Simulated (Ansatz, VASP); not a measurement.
## SnTe in VASP and in Ansatz

File INCAR:

```
SYSTEM = SnTe
ALGO = Normal ; EDIFF = 1E-6
ENCUT = 520 ; GGA = PE
ISIF = 2 ; ISMEAR = 0
LASPH = .TRUE. ; LCHARG = .TRUE.
LELF = .TRUE. ; LREAL = .FALSE.
LVHAR = .TRUE. ; LWAVE = .FALSE.
NBANDS = 17 ; NELM = 100
PREC = Accurate ; SIGMA = 0.03
```

KPOINTS

```
k-points
0
G
  10 10 10
  0 0 0
```

POSCAR

```
SnTe
1.0
    0.7694115246      3.5843317368      3.5843317368
    3.5843317368      0.7694115246      3.5843317368
    3.5843317368      3.5843317368      0.7694115246
Sn Te
1 1
Direct
    0.0000000000      0.0000000000      0.0000000000
    0.5000000000      0.5000000000      0.5000000000
```

Input for Ansatz:

```yaml
crystal:
  lattice:
    - [0.7694115246, 3.5843317368, 3.5843317368]
    - [3.5843317368, 0.7694115246, 3.5843317368]
    - [3.5843317368, 3.5843317368, 0.7694115246]
  atoms:
    - { symbol: Sn, position: [0.0, 0.0, 0.0] }
    - { symbol: Te, position: [0.5, 0.5, 0.5] }
basis:
  ecutwfc: 420
kpoints:
  mp_grid: { grid: [10, 10, 10] }
hamiltonian:
  xc: pbe
scf:
  occupations: { method: gaussian, width: 0.03 }
output:
  forces: true
  stress: true
  eigenvalues: true
  write_density: true
  write_potential: true
  elf: true
  volumetric_format: npy
```

Alike in both runs: task single point; functional PBE; k mesh 10 × 10 × 10; occupations gaussian, width 0.03 eV; no spin polarisation.

|  | VASP | Ansatz |
| --- | --- | --- |
| version | VASP 6.6.1 | Ansatz 0.2.0 |
| potentials or method | VASP PAW PBE potentials, release 64 (Sn_d, Te) | scalar-relativistic, plane waves, PAW |
| plane-wave cutoff (eV) | 520 | 420 |
| valence electrons in the cell | 20 | 30 |

|  | VASP | Ansatz | Ansatz less VASP |
| --- | --- | --- | --- |
| gap on the k mesh at the Fermi level (eV) | none | none | - |
| pressure (GPa) | -0.7 | -0.7 | +0.04 |
| largest component of the traceless stress (GPa) | 2.56 | 2.57 | +0.007 |

A gap of «none» marks a metal or a gap that the smearing closes. With one functional, cell and mesh, what is left measures potentials, basis and numerics. The two sets of potentials don't hold the same shells in valence.

The runs have no spin-orbit coupling, so splittings on Te are missing.
